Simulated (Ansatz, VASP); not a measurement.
# BP: VASP beside Ansatz

Aim: how closely do two programs agree when they are given the same cell, functional and k mesh? The cell is taken from a series of VASP runs on this material, whose earlier steps may have relaxed, scaled or displaced it; both programs get it as it stands.

Program: Ansatz 0.2.0. Level of theory: plane waves, with VASP 6.6.1 beside it; band structure at LDA and single point at LDA. Results are calculated unless marked as measured.

## 1. The starting structure

Symmetry: F-43m, No. 216, cubic system. The conventional cell has a = 4.490 Å, b = 4.490 Å, c = 4.490 Å, α = 90.00°, β = 90.00°, γ = 90.00°. B has 4 P at 1.94 Å nearest. P has 4 B at 1.94 Å nearest. Farther neighbours are not listed.

## 2. Ansatz: band structure, LDA

Ansatz runs on its default PAW (the set named soft_2) files.

Levels along a path test the potential and the projectors away from the mesh points.

input.yaml

```yaml
crystal:
  lattice:
    - [0.0, 2.2449863378, 2.2449863378]
    - [2.2449863378, 0.0, 2.2449863378]
    - [2.2449863378, 2.2449863378, 0.0]
  atoms:
    - { symbol: B, position: [0.0, 0.0, 0.0] }
    - { symbol: P, position: [0.25, 0.25, 0.25] }
hamiltonian:
  xc: lda
  pseudopotentials: { kind: paw }
kpoints:
  mp_grid: { grid: [10, 10, 10] }
  band_path:
    path:
      - [0.0, 0.0, 0.0]
      - [0.16667, 0.0, 0.16667]
      - [0.33333, 0.0, 0.33333]
      - [0.4, 0.0, 0.4]
      - [0.5, 0.0, 0.5]
      - [0.5, 0.08333, 0.58333]
      - [0.5, 0.18333, 0.68333]
      - [0.5, 0.25, 0.75]
      - [0.45, 0.3, 0.75]
      - [0.40833, 0.34167, 0.75]
      - [0.35, 0.35, 0.7]
      - [0.225, 0.225, 0.45]
      - [0.075, 0.075, 0.15]
      - [0.03333, 0.03333, 0.03333]
      - [0.23333, 0.23333, 0.23333]
      - [0.4, 0.4, 0.4]
      - [0.51667, 0.46667, 0.51667]
      - [0.55833, 0.38333, 0.55833]
      - [0.60833, 0.28333, 0.60833]
      - [0.60833, 0.25, 0.64167]
      - [0.55833, 0.25, 0.69167]
      - [0.51667, 0.25, 0.73333]
      - [0.5, 0.3, 0.7]
      - [0.5, 0.38333, 0.61667]
      - [0.5, 0.48333, 0.51667]
      - [0.475, 0.475, 0.55]
      - [0.425, 0.425, 0.65]
      - [0.38333, 0.38333, 0.73333]
      - [0.59167, 0.18333, 0.59167]
      - [0.55, 0.1, 0.55]
      - [0.5, 0.0, 0.5]
    npoints: 1
scf:
  occupations: { method: gaussian, width: 0.05 }
  n_extra_bands: 7
output:
  forces: true
  stress: true
  eigenvalues: true
  write_density: true
  write_potential: true
  elf: true
  volumetric_format: npy
```

Run with:

```bash
> ansatz run input.yaml --threads 2 --pin off --max-ram 4608MiB --backend cpu --events-out ev --progress --plain --runs-dir out
```

Numbers of over 12 decimals in the logs are rounded to 6 here.

The program printed:

```text
scf.n_extra_bands = 7 over 4 filled bands (N_el = 8.0): the run solves 11 bands
Engine: ansatz 0.2.0, aarch64-unknown-linux-gnu
Pseudopotentials: kind: paw
Pseudopotential: B, paw, valence charge 3, recommended cutoff 420 eV (normal), B.paw.azcp
Pseudopotential: P, paw, valence charge 5, recommended cutoff 420 eV (normal), P.paw.azcp
Functional definition: SPW92
  exchange = slater_x
  correlation = pw_c
Crystal: 2 atoms, lattice volume = 22.629 Å³
Basis set: ecut = 420 eV, 459 PW (Γ)
Bands: 11, of which v1, the nominal top of the filled ones, is band 4 counted from 1 (3 counted from 0)
Symmetry: 24 space group operations
Space group: F-43m (ITA 216), of the structure as read, at distance tolerance 2.8e-5 Å
k-points: 47 of 1000 (time reversal used)
Non-local potential: B, projectors of the file, l = 0: 2, l = 1: 2, l = 2: 1
Non-local potential: P, projectors of the file, l = 0: 2, l = 1: 2, l = 2: 2
PAW form: soft (Blöchl's): semilocal exchange-correlation on the pseudo side does not see the compensation charge
PAW frozen core: B, regenerated for the run's functional, and the local potential with it (the file was generated under x = pbe(κ = 0.804, μ = 0.219515), c = pbe(β = 0.066725))
PAW frozen core: P, regenerated for the run's functional, and the local potential with it (the file was generated under x = pbe(κ = 0.804, μ = 0.219515), c = pbe(β = 0.066725))
PAW one-centre angular grid: B, 110 points (default); XC on 64 Gauss nodes
PAW one-centre angular grid: P, 110 points (default); XC on 64 Gauss nodes
Initial density: superposition of atomic densities (neutral atoms: chi_scale 0, normalization atom), corrected by the library's trained network
Initial wavefunctions: pseudopotential atomic-orbital guess
Functional: x = slater, c = lda
SCF iter   1: F=—  HF=-876.638846 eV  |F-HF|=—  |Δ(HF+E_count)|=         —  Δρ=5.35e-3  dr2=5.02e-3  ethr=1.77e-3  ⟨swp⟩=6.2  Hψ=4224  notcnv=0  defer=2
preconditioner: auto → none  [insulator: Δε(μ)=1.141 eV  Ē_g=16.266 eV  σ=0.050 eV  W_gap=1.00  n_scr=0 (ndim 8)  ℏωp=22.1 eV  f_vac=0.000  D(μ)=0.00/eV (n_scr^D=0)  ε∞_Penn≈2.8]
SCF iter   2: F=—  HF=-876.637882 eV  |F-HF|=—  |Δ(HF+E_count)|=   9.64e-4  Δρ=2.41e-3  dr2=8.07e-4  ethr=6.28e-5  ⟨swp⟩=1.6  Hψ=950  notcnv=0  defer=46
SCF iter   3: F=—  HF=-876.637702 eV  |F-HF|=—  |Δ(HF+E_count)|=   1.80e-4  Δρ=1.07e-3  dr2=1.23e-4  ethr=1.01e-5  ⟨swp⟩=2.0  Hψ=558  notcnv=0  defer=46
SCF iter   4: F=—  HF=-876.637688 eV  |F-HF|=—  |Δ(HF+E_count)|=   1.42e-5  Δρ=4.73e-4  dr2=2.53e-5  ethr=1.53e-6  ⟨swp⟩=1.0  Hψ=409  notcnv=0  defer=46
SCF iter   5: F=—  HF=-876.637684 eV  |F-HF|=—  |Δ(HF+E_count)|=   4.06e-6  Δρ=1.10e-4  dr2=1.74e-6  ethr=3.17e-7  ⟨swp⟩=1.0  Hψ=408  notcnv=0  defer=46
SCF iter   6: F=-876.637684 eV  HF=-876.637684 eV  |F-HF|=4.41e-8  |Δ(HF+E_count)|=   3.22e-7  Δρ=1.61e-5  dr2=6.35e-8  ethr=1.25e-9  ⟨swp⟩=11.5  Hψ=3707  notcnv=0
SCF 1 converged in 6 iterations: F = -876.637684 eV  dr2 = 6.35e-8
  greatest PAW one-centre occupation: 0.772 electrons in one spin orbital (limit 2), on the P atom at site 1 (counted from 0), in its partial waves of l = 0
NSCF: frozen V_eff on 31 k-points
SCF converged after 6 iterations
Free energy (F): -876.637684 eV
Harris-Foulkes:  -876.637684 eV  (|F-HF|=4.41e-8)
Internal energy: -876.637684 eV  (E = F + TS)
E sigma→0 (E₀):  -876.637684 eV
Fermi energy:    10.067850 eV
--- Per-component energies (eV) ---
  E_band       = 23.263231
  E_kinetic    = 123.654388
  E_local      = -67.875419  (includes V_loc(G=0)·N_el)
  E_nonlocal   = 47.120132
  E_hartree    = 16.577902
  E_xc         = -94.962767
  E_vxc        = -101.263740  (∫ρ·V_xc dr)
  E_paw        = -612.769807  (= ΣΔE_a)
  E_vpaw       = -11.528257  (= ΣTr[D̂ρ^β])
  E_aug_tail   = -0.000000  (compensation charges beyond the density's cutoff)
  E_ewald      = -288.545299
  E_core_change = 0.163186  (= ΣΔE_core)
  E_smearing   = -0.000000  (= −TS)
  E_closure    = -0.000000  (closes the sum)
  Σ components = -876.637684   (vs F -876.637684, Δ=0.00e0)
--- Forces (eV/Å), atoms counted from 1 ---
  atom   1  B      0.00000000    -0.00000000     0.00000000
  atom   2  P     -0.00000000     0.00000000     0.00000000
  max |Σ_I F_I| component: 3.89e-16 eV/Å
--- Stress (GPa, compression-positive) ---
        0.060403       0.000000       0.000000
       -0.000000       0.060403       0.000000
       -0.000000       0.000000       0.060403
  P = ⅓ Tr σ = 0.0604 GPa (0.604 kbar)
--- Band table (eV; the first three rows and the last of 47) ---
  k-point 0: bands = [-6.1860, 9.4934, 9.4934, 9.4934, 12.9209, 12.9209, 12.9209, 17.3348, ... 3 higher]
  k-point 1: bands = [-6.0014, 8.1803, 9.1925, 9.1925, 13.3366, 13.3366, 13.3744, 17.8110, ... 3 higher]
  k-point 2: bands = [-5.4542, 5.8022, 8.6234, 8.6234, 13.6258, 14.0602, 14.0602, 18.8297, ... 3 higher]
  k-point 46: bands = [-0.9184, 1.3489, 3.7803, 3.9384, 14.0328, 14.8872, 17.8670, 18.2617, ... 3 higher]
```

It took 2.1 s on 2 threads of Arm Neoverse N1, shared host; peak memory 0.26 GiB.

Reading the cycles: dr2 is the Hartree energy of the density residual (eV), the measure of convergence; HF is the Harris–Foulkes estimate of the energy, which meets the free energy F at convergence.

## 3. VASP: band structure, LDA

The same cell, functional (in two slightly different forms), mesh and smearing now go to VASP, with its own data sets and cutoff.

Lines of VASP's logs that name or quote its potential files are left out, and so is its time.

INCAR

```
SYSTEM = BP
PREC = Accurate
ENCUT = 420
EDIFF = 1E-06
NELM = 100
ISMEAR = 0
SIGMA = 0.05
LREAL = .FALSE.
ALGO = Normal
GGA = CA
NBANDS = 16
LORBIT = 11
LWAVE = .FALSE.
LCHARG = .FALSE.
KPAR = 2
```

POSCAR

```
BP
1.0
    0.0000000000      2.2449863378      2.2449863378
    2.2449863378      0.0000000000      2.2449863378
    2.2449863378      2.2449863378      0.0000000000
B P
1 1
Direct
    0.0000000000      0.0000000000      0.0000000000
    0.2500000000      0.2500000000      0.2500000000
```

KPOINTS

```
Automatic mesh
0
Gamma
10 10 10
0 0 0
```

KPOINTS_OPT

```
Line mode
16
Line-mode
Reciprocal
  0.00000000   0.00000000   0.00000000 GAMMA
  0.50000000   0.00000000   0.50000000 X

  0.50000000   0.00000000   0.50000000 X
  0.50000000   0.25000000   0.75000000 W

  0.50000000   0.25000000   0.75000000 W
  0.37500000   0.37500000   0.75000000 K

  0.37500000   0.37500000   0.75000000 K
  0.00000000   0.00000000   0.00000000 GAMMA

  0.00000000   0.00000000   0.00000000 GAMMA
  0.50000000   0.50000000   0.50000000 L

  0.50000000   0.50000000   0.50000000 L
  0.62500000   0.25000000   0.62500000 U

  0.62500000   0.25000000   0.62500000 U
  0.50000000   0.25000000   0.75000000 W

  0.50000000   0.25000000   0.75000000 W
  0.50000000   0.50000000   0.50000000 L

  0.50000000   0.50000000   0.50000000 L
  0.37500000   0.37500000   0.75000000 K

  0.62500000   0.25000000   0.62500000 U
  0.50000000   0.00000000   0.50000000 X
```

Potentials, in the order of the species: B and P (LDA family, release 64).

Run with:

```bash
> mpirun -np 2 vasp_std
```

The program printed:

```text
[banner, memory and clock lines left out]
running    2 mpi-ranks, on    1 nodes
 distrk:  each k-point on    1 cores,    2 groups
 distr:  one band on    1 cores,    1 groups

 POSCAR found type information on POSCAR B P
 POSCAR found :  2 types and       2 ions
 LDA part: xc-table for (Slater(with rela. corr.)+CA(PZ))
 , standard interpolation
 POSCAR, INCAR and KPOINTS ok, starting setup
 FFT: planning ... GRIDC
 FFT: planning ... GRID_SOFT
 FFT: planning ... GRID
 WAVECAR not read
 entering main loop
       N       E                     dE             d eps       ncg     rms          rms(c)
DAV:   1     0.554375345803E+01    0.55438E+01   -0.33057E+03  1504   0.377E+02
DAV:   2    -0.148756888618E+02   -0.20419E+02   -0.19762E+02  2064   0.872E+01
DAV:   3    -0.152989137396E+02   -0.42322E+00   -0.42281E+00  1760   0.100E+01
DAV:   4    -0.152997767285E+02   -0.86299E-03   -0.86298E-03  2008   0.567E-01
DAV:   5    -0.152997792432E+02   -0.25147E-05   -0.25147E-05  1760   0.291E-02    0.769E+00
DAV:   6    -0.145358258306E+02    0.76395E+00   -0.14917E+00  1928   0.389E+00    0.391E+00
DAV:   7    -0.144115909288E+02    0.12423E+00   -0.23794E-01  1968   0.181E+00    0.140E+00
DAV:   8    -0.143988756662E+02    0.12715E-01   -0.23957E-02  1968   0.667E-01    0.230E-01
DAV:   9    -0.143989348805E+02   -0.59214E-04   -0.86558E-04  1672   0.149E-01    0.999E-02
DAV:  10    -0.143989181338E+02    0.16747E-04   -0.82795E-05  2008   0.396E-02    0.214E-02
DAV:  11    -0.143989176142E+02    0.51970E-06   -0.13700E-06  1712   0.645E-03
   1 F= -.14398918E+02 E0= -.14398918E+02  d E =-.150324E-15
 Start KPOINTS_OPT (optional k-point list driver)
k-point batch [1-47\160]
       N       E                     dE             ncg
DAV:   1     0.136693995616E+04   -0.12203E+05     1504
DAV:   2     0.415876472961E+03   -0.95106E+03     2024
DAV:   3     0.394533874549E+03   -0.21343E+02     1912
DAV:   4     0.394490695821E+03   -0.43179E-01     1904
DAV:   5     0.394490575658E+03   -0.12016E-03     1912
DAV:   6     0.394490575212E+03   -0.44538E-06     1776
[...]
k-point batch [142-160\160]
       N       E                     dE             ncg
DAV:   1     0.907073474834E+04   -0.58175E+04      608
DAV:   2     0.868679374892E+04   -0.38394E+03      816
DAV:   3     0.867926463155E+04   -0.75291E+01      744
DAV:   4     0.867924893568E+04   -0.15696E-01      776
DAV:   5     0.867924888837E+04   -0.47301E-04      768
DAV:   6     0.867924888819E+04   -0.18630E-06      736
```

Parts of OUTCAR (step 3):

```text
ion  position               nearest neighbor table
   1  0.000  0.000  0.000-   2 1.94   2 1.94   2 1.94   2 1.94
   2  0.250  0.250  0.250-   1 1.94   1 1.94   1 1.94   1 1.94

  LATTYP: Found a face centered cubic cell.
 ALAT       =     4.4899726756

 Subroutine GETGRP returns: Found 24 space group operations
 (whereof 24 operations were pure point group operations)

The static configuration has the point symmetry T_d .

 Found     47 irreducible k-points:

   k-points           NKPTS =     47   k-points in BZ     NKDIM =     47   number of bands    NBANDS=     16

   dimension x,y,z NGX =    24 NGY =   24 NGZ =   24
   dimension x,y,z NGXF=    48 NGYF=   48 NGZF=   48

   ENCUT  =  420.0 eV  30.87 Ry    5.56 a.u.   5.31  5.31  5.31*2*pi/ulx,y,z

   NELECT =       8.0000    total number of electrons

 k-points in reciprocal lattice and weights: Automatic mesh
   0.00000000  0.00000000  0.00000000       0.001
   0.10000000  0.00000000  0.00000000       0.008
   0.20000000  0.00000000  0.00000000       0.008
   0.30000000  0.00000000  0.00000000       0.008
   0.40000000  0.00000000  0.00000000       0.008
   0.50000000  0.00000000  0.00000000       0.004
   0.10000000  0.10000000  0.00000000       0.006
   0.20000000  0.10000000  0.00000000       0.024
   0.30000000  0.10000000  0.00000000       0.024
[...]
-0.30000000  0.40000000  0.20000000       0.024
  -0.30000000  0.50000000  0.20000000       0.012

 average (electrostatic) potential at core
       1 -29.5448       2 -81.8964

 E-fermi :   8.0509

 k-point     1 :       0.0000    0.0000    0.0000
  band No.  band energies     occupation
      1      -7.8833      2.00000
      2       7.7909      2.00000
      3       7.7909      2.00000
      4       7.7909      2.00000
      5      11.2205      0.00000
      6      11.2205      0.00000
      7      11.2205      0.00000
      8      15.6510      0.00000
      9      19.2748      0.00000
    ...

 k-point     2 :       0.1000    0.0000    0.0000
  band No.  band energies     occupation
      1      -7.6986      2.00000
      2       6.4766      2.00000
      3       7.4892      2.00000
      4       7.4892      2.00000
      5      11.6380      0.00000
      6      11.6380      0.00000
      7      11.6788      0.00000
      8      16.1234      0.00000
      9      19.3288      0.00000
    ...

 k-point     3 :       0.2000    0.0000    0.0000
  band No.  band energies     occupation
      1      -7.1510      2.00000
      2       4.0989      2.00000
      3       6.9197      2.00000
      4       6.9197      2.00000
      5      11.9366      0.00000
      6      12.3649      0.00000
      7      12.3649      0.00000
      8      17.1361      0.00000
      9      18.6926      0.00000
    ...

  Total       -0.0007115     -0.0007115     -0.0007115     -0.0000000     -0.0000000     -0.0000000
  in kB       -0.0503745     -0.0503745     -0.0503745     -0.0000000     -0.0000000     -0.0000000
  external PRESSURE =      -0.0503745 kB  Pullay stress =       0.0000000 kB

  energy-cutoff  :      420.00
  volume of cell :       22.63
      direct lattice vectors                 reciprocal lattice vectors
     0.000000000  2.244986338  2.244986338    -0.222718505  0.222718505  0.222718505
     2.244986338  0.000000000  2.244986338     0.222718505 -0.222718505  0.222718505
     2.244986338  2.244986338  0.000000000     0.222718505  0.222718505 -0.222718505

 POSITION                                       TOTAL-FORCE (eV/Angst)
 -----------------------------------------------------------------------------------
      0.00000      0.00000      0.00000        -0.000000      0.000000      0.000000
      1.12249      1.12249      1.12249         0.000000     -0.000000     -0.000000
 -----------------------------------------------------------------------------------
    total drift:                               -0.000000     -0.000000      0.000000

  FREE ENERGIE OF THE ION-ELECTRON SYSTEM (eV)
  ---------------------------------------------------
  free  energy   TOTEN  =       -14.3989176142 eV

  energy  without entropy=      -14.3989176142  energy(sigma->0) =      -14.39891761

 total charge
# of ion       s       p       d       tot
------------------------------------------
    1        0.668   1.320   0.000   1.988
    2        0.995   1.602   0.000   2.597
--------------------------------------------------
tot          1.663   2.922   0.000   4.585

[... 3 further parts left out ...]
```

The run ends at a pressure of -0.01 GPa.

## 4. Differences

Known differences besides the potentials themselves: the two LDA forms differ slightly; VASP's log shows a relativistic correction to its local exchange, Ansatz's none. Total energies have different zeros and are not compared.

The two programs side by side:

```tsv
quantity	Ansatz	VASP	difference
pressure (GPa)	0.06	-0.01	+0.07
pressure without Ansatz's Pulay correction (GPa)	-0.11	-0.01	-0.11
gap over the path points (eV)	1.150	1.150	0.000
```

Levels at points of the path, from each program's valence-band top (eV; 3 filled, then empty):

```tsv
k (reciprocal lattice)	Ansatz	VASP
0.000 0.000 0.000	0.00 0.00 0.00 3.43 3.43 3.43	0.00 0.00 0.00 3.43 3.43 3.43
0.167 0.000 0.167	-1.89 -1.78 -1.78 2.41 5.93 5.93	-1.89 -1.78 -1.78 2.41 5.95 5.95
0.333 0.000 0.333	-5.58 -3.58 -3.58 1.30 3.20 9.72	-5.58 -3.58 -3.58 1.30 3.20 9.75
0.400 0.000 0.400	-7.12 -3.99 -3.99 1.15 2.24 11.11	-7.11 -3.99 -3.99 1.15 2.25 11.16
0.500 0.000 0.500	-8.65 -4.22 -4.22 1.25 1.52 12.23	-8.65 -4.22 -4.22 1.24 1.53 12.30
0.500 0.083 0.583	-8.54 -4.67 -4.65 2.02 2.38 11.32	-8.54 -4.67 -4.65 2.02 2.38 11.38
0.500 0.183 0.683	-8.20 -5.60 -5.47 4.16 4.89 8.79	-8.20 -5.60 -5.47 4.17 4.90 8.83
0.500 0.250 0.750	-8.07 -5.87 -5.67 5.23 6.73 7.35	-8.06 -5.87 -5.68 5.25 6.74 7.37
0.450 0.300 0.750	-8.11 -6.20 -4.85 3.95 6.13 8.35	-8.11 -6.21 -4.86 3.96 6.15 8.38
0.408 0.342 0.750	-8.19 -6.40 -3.92 2.51 6.01 9.34	-8.18 -6.40 -3.92 2.52 6.03 9.38
```

Among the levels compared at these points, filled levels agree within 4 meV and empty ones within 66 meV. Ansatz's pressure holds a Pulay correction of 0.17 GPa; VASP's holds none.

## 5. VASP: single point, LDA, volume scaled by 1.02

A single point gives forces, pressure and levels at one fixed geometry, so differences don't come from the geometry; what else differs is listed under the comparison. The cell compared in this pair holds 23.08 Å³, against 22.63 Å³ for the pair before.

Edit INCAR of step 3 so:

```diff
@@ -10,3 +10,3 @@
 GGA = CA
-NBANDS = 16
+NBANDS = 10
 LORBIT = 11
@@ -15 +15,2 @@
 KPAR = 2
+ISIF = 2
```

POSCAR

```
BP
1.0
    0.0000000000      2.2598542303      2.2598542303
    2.2598542303      0.0000000000      2.2598542303
    2.2598542303      2.2598542303      0.0000000000
B P
1 1
Direct
    0.0000000000      0.0000000000      0.0000000000
    0.2500000000      0.2500000000      0.2500000000
```

KPOINTS is that of step 3.

Run with:

```bash
> mpirun -np 2 vasp_std
```

The program printed:

```text
[... set-up lines as in an earlier step ...]
 entering main loop
       N       E                     dE             d eps       ncg     rms          rms(c)
DAV:   1     0.432101179044E+01    0.43210E+01   -0.35712E+03   948   0.611E+02
DAV:   2    -0.147799657124E+02   -0.19101E+02   -0.17823E+02  1362   0.984E+01
DAV:   3    -0.152455922938E+02   -0.46563E+00   -0.46457E+00  1160   0.142E+01
DAV:   4    -0.152473837732E+02   -0.17915E-02   -0.17912E-02  1224   0.102E+00
[...]
DAV:  10    -0.143941744438E+02    0.33998E-05   -0.14228E-04  1072   0.708E-02    0.339E-02
DAV:  11    -0.143941764520E+02   -0.20082E-05   -0.56892E-06  1188   0.132E-02    0.366E-02
DAV:  12    -0.143941760911E+02    0.36095E-06   -0.19051E-06   600   0.629E-03
   1 F= -.14394176E+02 E0= -.14394176E+02  d E =-.152844E-11
```

Parts of OUTCAR (step 5):

```text
  Total       -0.4838162     -0.4838162     -0.4838162      0.0000000      0.0000000      0.0000000
  in kB      -33.5830153    -33.5830153    -33.5830153      0.0000000      0.0000000      0.0000000
  external PRESSURE =     -33.5830153 kB  Pullay stress =       0.0000000 kB

 POSITION                                       TOTAL-FORCE (eV/Angst)
 -----------------------------------------------------------------------------------
      0.00000      0.00000      0.00000         0.000000      0.000000      0.000000
      1.12993      1.12993      1.12993        -0.000000     -0.000000     -0.000000
 -----------------------------------------------------------------------------------
    total drift:                                0.000000      0.000000      0.000000

  FREE ENERGIE OF THE ION-ELECTRON SYSTEM (eV)
  ---------------------------------------------------
  free  energy   TOTEN  =       -14.3941760911 eV

  energy  without entropy=      -14.3941760911  energy(sigma->0) =      -14.39417609

[... 3 further parts left out ...]
[key lines of the parts left out:]
E-fermi :   7.7626
```

The run ends at a pressure of -3.36 GPa.

(Continued in part 2 of 2.)

[Lines on the potential files, build, host, timing and source positions are cut from VASP's logs without a mark.]

[Logs are printed without paths, hosts, clocks, repeated set-up lines and the standing remarks that a program may print on its own settings, such as how far it seeks lower states.]

[Hosts, paths, dates, database ids (printed as entryN), source tags and the programs' standing remarks are cut or masked in the printed files.]
